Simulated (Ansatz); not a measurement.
**BP and a variant**

Base: an entry of the Crystallography Open Database (COD), whose atoms a relaxation with PBE at fixed cell left in place.

```
CELL_PARAMETERS angstrom
0.00000 2.26900 2.26900
2.26900 0.00000 2.26900
2.26900 2.26900 0.00000
ATOMIC_POSITIONS crystal
B 0.00000 0.00000 0.00000
P 0.25000 0.25000 0.25000
```

Atom numbers follow the list; atoms alike are taken as one site, whose name carries the number of the first.

Level of theory: DFT, PBE, plane waves and PAW, scalar-relativistic, 420 eV cutoff, Γ-centred 16×16×16 k-points, Fermi–Dirac smearing 0.02 eV (Ansatz 0.2.0).

Gradients in 10²¹ V/m², for some of the sites:

```csv
site,atoms,V_zz base,η base,V_zz variant,η variant
P,2,0.00,–,0.050,0.00
```

Question: Which change was made?
A. z stretched by 1 %, ions relaxed
B. volume scaled by 0.98, ions relaxed
C. volume scaled by 1.06, ions relaxed
D. z compressed by 1 %, ions relaxed

Answer: A. The largest change of V_zz is on P, from 0.00 to 0.050. Sites with |V_zz| of 0.02 or less aren't listed.
